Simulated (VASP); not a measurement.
# Be16H (a cell with a defect) in VASP: a series of runs

The runs below take Be16H (a cell with a defect) through single point, with PBE.

Program: VASP 6.6.1. These are calculated values, not measurements. Logs are shortened: lines on timing, memory, paths and dates and some standing lists are left out, and cuts for length are marked.

**1. The crystal as given**

The cell holds a defect, 17 atoms: a = 4.580 Å, b = 3.966 Å, c = 7.177 Å, α = 90.00°, β = 90.00°, γ = 90.00°.

The cell was built by a generator and needn't be a form met in nature.

**2. Single point, PBE**

Contents of INCAR:

```
SYSTEM = Be16H
PREC = Accurate
ENCUT = 520
EDIFF = 1E-7
ISMEAR = -1
SIGMA = 0.05
LREAL = Auto
LASPH = .True.
NELM = 100
ALGO = Fast
ISIF = 2
LWAVE = .False.
LCHARG = .False.
GGA = PE
NBANDS = 30
```

Contents of KPOINTS:

```
regular mesh
0
Gamma
  4 4 3
  0 0 0
```

Contents of POSCAR:

```
Be16H
1.0
   -2.2900000000     -3.9663960000      0.0000000000
    3.4350000000     -1.9831980000      0.0000000000
    0.0000000000      0.0000000000      7.1768600000
Be H
16 1
Direct
    0.7502031192      0.5020428364     -0.0051562940
    0.4867168450      0.3379719287      0.2456784722
    0.7501909194      0.5116678910      0.5058742960
    0.4998123402      0.3345855194      0.7496471995
    0.4983506481     -0.0014471662     -0.0028191995
    0.2502447382      0.8292254587      0.2507996533
    0.4944164792     -0.0054061900      0.5057732769
    0.2501874493      0.8279639764      0.7535169977
    0.2502179500      0.4987164791     -0.0011890994
    0.0137692079      0.3381381328      0.2456591044
    0.2502159873      0.4978208474      0.5019236825
    0.0005804943      0.3345861228      0.7496325691
    0.0020384885     -0.0014378053     -0.0028204535
    0.7501628452      0.8228124936      0.2467402179
    0.0059478357     -0.0054111954      0.5057530731
    0.7501968915      0.8377918141      0.7523122926
    0.7503789879      0.1746657590      0.3122213614
```

Potentials or basis: VASP PAW PBE potentials, release 64 (Be, H).

Started as:

```bash
> cat potpaw_PBE.64/Be/POTCAR potpaw_PBE.64/H/POTCAR > POTCAR
> mpirun -np 1 vasp_std > vasp.out
```

OUTCAR:

```text
SYSTEM = Be16H
   PREC = Accurate
   ENCUT = 520
   EDIFF = 1E-7
   ISMEAR = -1
   LREAL = Auto
   LASPH = .True.
   NELM = 100
   ISIF = 2
   GGA = PE

 ion  position               nearest neighbor table
   1  0.750  0.502  0.995-  16 2.19   4 2.20  12 2.20  14 2.21  10 2.26   2 2.26  13 2.28   5 2.28
                             9 2.29   9 2.29  13 2.31   5 2.31
   2  0.487  0.338  0.246-  17 1.45  10 2.17   9 2.17  11 2.23   6 2.23   5 2.24   1 2.26  14 2.27
                             6 2.29   7 2.31   3 2.33  14 2.37
   3  0.750  0.512  0.506-  16 2.19  12 2.21   4 2.21  14 2.23  15 2.25   7 2.25  11 2.29  11 2.29
                             2 2.33  10 2.33  15 2.36   7 2.36
   4  0.500  0.335  0.750-   1 2.20   3 2.21   7 2.21  11 2.21   9 2.22   5 2.22   8 2.27  16 2.28
                            12 2.29  12 2.29  16 2.30   8 2.31
   5  0.498  0.999  0.997-   8 2.19  16 2.20   4 2.22   2 2.24  14 2.24   6 2.25  13 2.27   1 2.28
                             9 2.29   9 2.29   1 2.31  13 2.31
   6  0.250  0.829  0.251-  10 2.23   2 2.23  11 2.23   9 2.23   7 2.24  15 2.24   5 2.25  13 2.25
                            14 2.29   2 2.29  14 2.29  10 2.29
   7  0.494  0.995  0.506-   8 2.20   4 2.21  16 2.21  15 2.24   6 2.24   3 2.25  11 2.27  11 2.29
                            14 2.30   2 2.31  15 2.34   3 2.36
   8  0.250  0.828  0.754-   9 2.19  13 2.19   5 2.19   7 2.20  15 2.20  11 2.23  12 2.27   4 2.27
                            16 2.29  16 2.29  12 2.31   4 2.31
   9  0.250  0.499  0.999-  10 2.17   2 2.17   8 2.19   4 2.22  12 2.22   6 2.23   5 2.29  13 2.29
                             5 2.29  13 2.29   1 2.29   1 2.29
  10  0.014  0.338  0.246-  17 1.45   2 2.17   9 2.17  11 2.23   6 2.23  13 2.24   1 2.26  14 2.27
                             6 2.29  15 2.31   3 2.33  14 2.37
  11  0.250  0.498  0.502-   4 2.21  12 2.21  10 2.23   2 2.23   8 2.23   6 2.23   7 2.27  15 2.27
                             7 2.29  15 2.29   3 2.29   3 2.29
  12  0.001  0.335  0.750-   1 2.20   3 2.21  15 2.21  11 2.21   9 2.22  13 2.22   8 2.27  16 2.28
                             4 2.29   4 2.29  16 2.30   8 2.31
  13  0.002  0.999  0.997-   8 2.19  16 2.20  12 2.22  10 2.24  14 2.24   6 2.25   5 2.27   1 2.28
                             9 2.29   9 2.29   1 2.31   5 2.31
  14  0.750  0.823  0.247-  17 1.47   1 2.21   3 2.23   5 2.24  13 2.24  10 2.27   2 2.27   6 2.29
                             6 2.29  15 2.30   7 2.30   2 2.37  10 2.37
  15  0.006  0.995  0.506-   8 2.20  12 2.21  16 2.21   7 2.24   6 2.24   3 2.25  11 2.27  11 2.29
                            14 2.30  10 2.31   7 2.34   3 2.36
  16  0.750  0.838  0.752-   3 2.19   1 2.19  13 2.20   5 2.20   7 2.21  15 2.21   4 2.28  12 2.28
                             8 2.29   8 2.29  12 2.30   4 2.30
  17  0.750  0.175  0.312-  10 1.45   2 1.45  14 1.47

  LATTYP: Found a simple orthorhombic cell.
 ALAT       =     3.9663962620
 B/A-ratio  =     1.1547004875
 C/A-ratio  =     1.8094157835

  Lattice vectors:

 A1 = (  -3.4350000000,   1.9831980000,   0.0000000000)
 A2 = (  -2.2900000000,  -3.9663960000,   0.0000000000)
 A3 = (   0.0000000000,   0.0000000000,   7.1768600000)

Analysis of symmetry for initial positions (statically):
=====================================================================
 Subroutine PRICEL returns:
 Original cell was already a primitive cell.

 Routine SETGRP: Setting up the symmetry group for a
 simple orthorhombic supercell.

 Subroutine GETGRP returns: Found  1 space group operations
 (whereof  1 operations were pure point group operations)
 out of a pool of  8 trial point group operations.

The static configuration has the point symmetry C_1 .

Analysis of symmetry for dynamics (positions and initial velocities):
=====================================================================
 Subroutine PRICEL returns:
 Original cell was already a primitive cell.

 Routine SETGRP: Setting up the symmetry group for a
 simple orthorhombic supercell.

 Subroutine GETGRP returns: Found  1 space group operations
 (whereof  1 operations were pure point group operations)
 out of a pool of  8 trial point group operations.

The dynamic configuration has the point symmetry C_1 .

 Subroutine INISYM returns: Found  1 space group operations
 (whereof  1 operations are pure point group operations),
 and found     1 'primitive' translations

----------------------------------------------------------------------------------------

                                     Primitive cell

  volume of cell :     130.3755

  direct lattice vectors                    reciprocal lattice vectors
    -2.290000000 -3.966396000  0.000000000    -0.109170306 -0.189088533  0.000000000
[... 58 lines left out ...]
     0.000000000  0.000000000  0.046445567     0.000000000  0.000000000  0.333333333

  Length of vectors
     0.054585156  0.063029507  0.046445567

  Shift w.r.t. Gamma in fractional coordinates (k-lattice)
     0.000000000  0.000000000  0.000000000

 Subroutine IBZKPT returns following result:
 ===========================================

 Found     26 irreducible k-points:

 Following reciprocal coordinates:
            Coordinates               Weight
  0.000000  0.000000  0.000000      1.000000
  0.250000  0.000000  0.000000      2.000000
  0.500000  0.000000  0.000000      1.000000
  0.000000  0.250000  0.000000      2.000000
  0.250000  0.250000  0.000000      2.000000
 -0.250000  0.250000  0.000000      2.000000
[... 16 lines left out ...]
  0.000000  0.500000  0.333333      2.000000
  0.250000  0.500000  0.333333      2.000000
 [... further k-points ...]
   k-points           NKPTS =     26   k-points in BZ     NKDIM =     26   number of bands    NBANDS=     30
   number of dos      NEDOS =    301   number of ions     NIONS =     17
   total plane-waves  NPLWV =  58320
   dimension x,y,z NGX =    36 NGY =   30 NGZ =   54
   dimension x,y,z NGXF=    72 NGYF=   60 NGZF=  108
   ions per type =              16   1
   NGX,Y,Z   is equivalent  to a cutoff of  13.07, 12.57, 12.51 a.u.
   NGXF,Y,Z  is equivalent  to a cutoff of  26.13, 25.15, 25.02 a.u.
 SYSTEM =  Be16H
   PREC   = accura    normal or accurate (medium, high low for compatibility)
   ISTART =      0    job   : 0-new  1-cont  2-samecut
   ICHARG =      2    charge: 1-file 2-atom 10-const
   ISPIN  =      1    spin polarized calculation?
   LNONCOLLINEAR =      F non collinear calculations
   LSORBIT =      F    spin-orbit coupling
   LASPH  =      T    aspherical Exc in radial PAW
   ENCUT  =  520.0 eV  38.22 Ry    6.18 a.u.   8.52  7.37 13.34*2*pi/ulx,y,z
   NELM   =    100;   NELMIN=  2; NELMDL= -5     # of ELM steps
   EDIFF  = 0.1E-06   stopping-criterion for ELM
   LREAL  =      T    real-space projection
   EDIFFG = 0.1E-05   stopping-criterion for IOM
   NSW    =      0    number of steps for IOM
   IBRION =     -1    ionic relax: 0-MD 1-quasi-New 2-CG
   NFREE  =      0    steps in history (QN), initial steepest desc. (CG)
   ISIF   =      2    stress and relaxation
   ISYM   =      2    0-nonsym 1-usesym 2-fastsym
   POTIM  = 0.5000    time-step for ionic-motion
   TEBEG  =    0.0;   TEEND  =   0.0 temperature during run
   PSTRESS=    0.0 pullay stress
   NELECT =      33.0000    total number of electrons
   NUPDOWN=      -1.0000    fix difference up-down
   EMIN   =  10.00;   EMAX   =-10.00  energy-range for DOS
   EFERMI =   0.00;   METHOD = LEGACY
   ISMEAR =    -1;   SIGMA  =   0.05  broadening in eV -4-tet -1-fermi 0-gaus
   EFERMI_NEDOS =   21; number of points for ismear=-14 and -15
   IALGO  =     68    algorithm
   IMIX   =      4    mixing-type and parameters
     AMIX     =   0.40;   BMIX     =  1.00
     AMIX_MAG =   1.60;   BMIX_MAG =  1.00
  volume/ion in A,a.u.               =       7.67        51.75
  Fermi-wavevector in a.u.,A,eV,Ry     =   1.035573  1.956950 14.591049  1.072412
  Thomas-Fermi vector in A             =   2.169923
   LORBIT       =      0    0 simple, 1 ext, 2 COOP (PROOUT), +10 PAW based schemes
   GGA     = PE    functional components
   LHFCALC =     F    Hartree Fock is set to
   AEXX    =    0.0000 exact exchange contribution
   IVDW    =     0    specifies the selected vdW correction
   LEPSILON=     F    determine dielectric tensor
   LRPA    =     F    only Hartree local field effects (RPA)
 non-spin polarized calculation
 RMM-DIIS sequential band-by-band and
  energy-cutoff  :      520.00
  volume of cell :      130.38
 maximum number of plane-waves:      3529
 NGX is ok and might be reduce to    36
   NGX = 17   NGY = 15   NGZ = 27

 number of electron      33.0000001 magnetization

 Free energy of the ion-electron system (eV)
  ---------------------------------------------------
  ext. energy  EPLUGINS =         0.00000000
  ---------------------------------------------------
  free energy    TOTEN  =       -61.51869635 eV

  energy without entropy =      -61.50051166  energy(sigma->0) =      -61.50960401

 E-fermi :   7.4480     XC(G=0): -10.5821

 val. band max:        7.3029003264   @ k =   0.5000   0.0000   0.3333
 cond. band min:       7.4562992776   @ k =   0.5000   0.5000   0.0000
 fundamental gap:      0.1533989512
 Fermi energy:         7.4480484879

 k-point     1 :       0.0000    0.0000    0.0000
  band No.  band energies     occupation
      1      -5.0708      2.00000
      2      -2.9662      2.00000
      3      -2.1869      2.00000
      4      -0.2478      2.00000
      5       0.9679      2.00000
      6       1.5329      2.00000
[... 733 lines left out ...]
     27      13.1996      0.00000
     28      13.4131      0.00000

 [... further k-points ...]

 [bands above 28 left out]

------------------------ aborting loop because EDIFF is reached ----------------------------------------

  FORCE on cell =-STRESS in cart. coord.  units (eV):
  Direction    XX          YY          ZZ          XY          YZ          ZX
  --------------------------------------------------------------------------------------
  -------------------------------------------------------------------------------------
  Total        0.2725035     -0.2071270      2.1421718     -0.4192247     -0.0062710      0.0117200
  in kB        3.3487802     -2.5453719     26.3250286     -5.1518284     -0.0770641      0.1440262
  external PRESSURE =       9.0428123 kB  Pullay stress =       0.0000000 kB

 VOLUME and BASIS-vectors are now :
 -----------------------------------------------------------------------------
  energy-cutoff  :      520.00
  volume of cell :      130.38
      direct lattice vectors                 reciprocal lattice vectors
    -2.290000000 -3.966396000  0.000000000    -0.109170306 -0.189088533  0.000000000
     3.435000000 -1.983198000  0.000000000     0.218340611 -0.126059022  0.000000000
     0.000000000  0.000000000  7.176860000     0.000000000  0.000000000  0.139336702

 POSITION                                       TOTAL-FORCE (eV/Angst)
 -----------------------------------------------------------------------------------
      0.00655     -3.97125      7.13985        -0.024851      0.014094     -0.023169
      0.04635     -2.60078      1.76320        -0.021163     -0.010267     -0.112413
      0.03964     -3.99029      3.63059         0.025293     -0.014764     -0.057100
      0.00473     -2.64600      5.38011        -0.005843      0.005694     -0.054621
      2.28881     -3.95698      7.15663         0.003050     -0.009368     -0.010984
      2.27533     -2.63709      1.79995        -0.015348      0.008946     -0.030566
[... 9 lines left out ...]
      1.15986     -4.63708      5.39924         0.009416     -0.005691     -0.015084
     -1.11839     -3.32270      2.24077         0.051435     -0.027811      0.710942
 -----------------------------------------------------------------------------------
    total drift:                                0.000144      0.000620      0.000374

  FREE ENERGIE OF THE ION-ELECTRON SYSTEM (eV)
  ---------------------------------------------------
  free  energy   TOTEN  =       -61.5186963516 eV

  energy  without entropy=      -61.5005116616  energy(sigma->0) =      -61.50960401
```

Run time: 3 min. Hardware: 1 thread of Intel Xeon Platinum 8259CL at 2.50GHz (Skylake/Cascade Lake), shared host; peak memory 0.25 GiB.

What came out:

```yaml
Free_energy: -61.5187 eV
Pressure: 0.9 GPa
Largest_force: 0.713 eV/Å
Band_gap_on_the_k_mesh: none (metal or under the smearing width)
```

Forces in eV/Å, atoms in the order of the input:
```
Be  -0.025  0.014 -0.023
Be  -0.021 -0.010 -0.112
Be   0.025 -0.015 -0.057
Be  -0.006  0.006 -0.055
Be   0.003 -0.009 -0.011
Be  -0.015  0.009 -0.031
Be  -0.009  0.038 -0.025
Be  -0.013  0.008 -0.010
Be  -0.002  0.001 -0.042
Be  -0.003  0.024 -0.113
Be  -0.007  0.004 -0.041
Be  -0.008  0.002 -0.055
Be   0.009  0.002 -0.011
Be   0.047 -0.028 -0.086
Be  -0.038 -0.012 -0.025
Be   0.009 -0.006 -0.015
H    0.051 -0.028  0.711
```

Caveat: the k mesh is coarse (spacing up to 0.40 Å⁻¹), so the values aren't converged.

**3. Single point, PBE**

Contents of INCAR:

```
SYSTEM = Be16H
PREC = Accurate ; ENCUT = 520
EDIFF = 1E-6 ; ISMEAR = -1
SIGMA = 0.05 ; LREAL = Auto
LASPH = .True. ; NELM = 60
ALGO = Normal ; ISIF = 2
LWAVE = .False. ; LCHARG = .False.
GGA = PE ; NBANDS = 30
```

KPOINTS is that of step 2.

Contents of POSCAR:

```
Be16H
1.0
   -2.2900000000     -3.9663960000      0.0000000000
    3.4350000000     -1.9831980000      0.0000000000
    0.0000000000      0.0000000000      7.1768600000
Be H
16 1
Direct
    0.7501933589      0.5078045974     -0.0066524915
    0.4827404844      0.3402348498      0.2499340937
    0.7501897240      0.5077710241      0.5064954590
    0.5003180271      0.3342457881      0.7499253155
    0.4973070846     -0.0032497165     -0.0053976251
    0.2502243472      0.8298360276      0.2499162586
    0.4973090690     -0.0032446090      0.5052312571
    0.2501757111      0.8280091349      0.7499124966
    0.2502006260      0.4960595149     -0.0015138933
    0.0177116234      0.3404010532      0.2499381345
    0.2502064528      0.4960584503      0.5013600655
    0.0000515452      0.3342442616      0.7499230861
    0.0030546313     -0.0032346126     -0.0053891256
    0.7501469695      0.8180030743      0.2499297743
    0.0030511206     -0.0032442311      0.5052226182
    0.7501872917      0.8360814841      0.7499136112
    0.7503323680      0.1729129906      0.2498227637
```

Potentials or basis: VASP PAW PBE potentials, release 64 (Be, H).

Started as:

```bash
> cat potpaw_PBE.64/Be/POTCAR potpaw_PBE.64/H/POTCAR > POTCAR
> mpirun -np 1 vasp_std > vasp.out
```

OUTCAR:

```text
SYSTEM = Be16H
   PREC = Accurate
   ENCUT = 520
   EDIFF = 1E-6
   ISMEAR = -1
   LREAL = Auto
   LASPH = .True.
   NELM = 60
   ISIF = 2
   GGA = PE

 ion  position               nearest neighbor table
   1  0.750  0.508  0.993-  16 2.18  12 2.20   4 2.20  14 2.21  13 2.26   5 2.26   9 2.29   9 2.29
                            10 2.31   2 2.31  13 2.33   5 2.33
   2  0.483  0.340  0.250-  17 1.39  10 2.13  11 2.18   9 2.18   6 2.21  14 2.26   7 2.28   5 2.28
                             6 2.29   3 2.31   1 2.31
   3  0.750  0.508  0.506-  16 2.18  12 2.20   4 2.20  14 2.21  15 2.26   7 2.26  11 2.29  11 2.29
[... 1007 lines left out ...]
  in kB        5.1330151      2.8015280     43.5705920     -2.0846547      0.0023461     -0.0057442
  external PRESSURE =      17.1683784 kB  Pullay stress =       0.0000000 kB

 VOLUME and BASIS-vectors are now :
 -----------------------------------------------------------------------------
  energy-cutoff  :      520.00
  volume of cell :      130.38
      direct lattice vectors                 reciprocal lattice vectors
    -2.290000000 -3.966396000  0.000000000    -0.109170306 -0.189088533  0.000000000
     3.435000000 -1.983198000  0.000000000     0.218340611 -0.126059022  0.000000000
     0.000000000  0.000000000  7.176860000     0.000000000  0.000000000  0.139336702

 POSITION                                       TOTAL-FORCE (eV/Angst)
 -----------------------------------------------------------------------------------
      0.02637     -3.98264      7.12912         0.013839     -0.008017      0.005311
      0.06323     -2.58949      1.79374         0.047903      0.029125      0.000188
      0.02626     -3.98256      3.63505         0.014030     -0.008185     -0.005001
      0.00241     -2.64733      5.38211        -0.008741      0.005626      0.000003
      2.28500     -3.94927      7.13812         0.000285      0.009103     -0.009572
      2.27747     -2.63822      1.79361        -0.018976      0.011072      0.000196
[... 9 lines left out ...]
      1.15401     -4.63366      5.38202        -0.000247     -0.000073      0.000070
     -1.12431     -3.31904      1.79294         0.038322     -0.019544     -0.001924
 -----------------------------------------------------------------------------------
    total drift:                                0.001441     -0.000144      0.000174

  FREE ENERGIE OF THE ION-ELECTRON SYSTEM (eV)
  ---------------------------------------------------
  free  energy   TOTEN  =       -61.3074098566 eV

  energy  without entropy=      -61.2929065194  energy(sigma->0) =      -61.30015819
```

stdout:

```text
POSCAR found type information on POSCAR BeH
 POSCAR found :  2 types and      17 ions
 scaLAPACK will be used
 LDA part: xc-table for (Slater+PW92), standard interpolation
 POSCAR, INCAR and KPOINTS ok, starting setup
 FFT: planning ... GRIDC
 FFT: planning ... GRID_SOFT
 FFT: planning ... GRID
 WAVECAR not read
 entering main loop
```

Wall time 3.3 min (1 thread of Intel Xeon Platinum 8259CL at 2.50GHz (Skylake/Cascade Lake), shared host); peak memory 0.25 GiB.

What came out:

| Property | Result |
| --- | --- |
| Free energy | -61.3074 eV |
| Pressure | 1.7 GPa |
| Largest force | 0.056 eV/Å |
| Band gap on the k mesh | none (metal or under the smearing width) |

Forces on the atoms (eV/Å):
```
Be   0.014 -0.008  0.005
Be   0.048  0.029  0.000
Be   0.014 -0.008 -0.005
Be  -0.009  0.006  0.000
Be   0.000  0.009 -0.010
Be  -0.019  0.011  0.000
Be   0.000  0.009  0.010
Be  -0.010  0.005  0.000
Be  -0.017  0.010  0.016
Be  -0.002 -0.056  0.000
Be  -0.017  0.010 -0.016
Be  -0.009  0.004  0.000
Be  -0.008 -0.005 -0.010
Be  -0.016  0.009  0.000
Be  -0.008 -0.005  0.010
Be   0.000  0.000  0.000
H    0.038 -0.020 -0.002
```

Stress tensor (GPa, compression positive):
```
 0.51 -0.21  0.00
-0.21  0.28  0.00
 0.00  0.00  4.36
```

Caveat: the k mesh is coarse (spacing up to 0.40 Å⁻¹), so the values aren't converged.
